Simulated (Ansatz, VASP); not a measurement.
Na in VASP and in Ansatz

```
CELL_PARAMETERS angstrom
-2.11750 2.11750 2.11750
2.11750 -2.11750 2.11750
2.11750 2.11750 -2.11750
ATOMIC_POSITIONS crystal
Na 0.00000 0.00000 0.00000
```

Alike in both runs: task single point; functional PBEsol; k mesh 12 × 12 × 12; occupations fermi-dirac, width 0.05 eV; no spin polarisation.

```csv
,VASP,Ansatz
version,VASP 6.6.1,Ansatz 0.2.0
potentials or method,"VASP PAW PBE potentials, release 64 (Na_pv), cutoff 520 eV","all-electron LAPW, scalar-relativistic"
```

|  | VASP | Ansatz | Ansatz less VASP |
| --- | --- | --- | --- |
| pressure (GPa) | -0.3 | -0.3 | +0.02 |

Ansatz ran all-electron here, so the differences hold the error of VASP's frozen core and of both bases.

Caveats: the PAW data sets were made with another functional, which shifts forces and pressure a little (VASP).
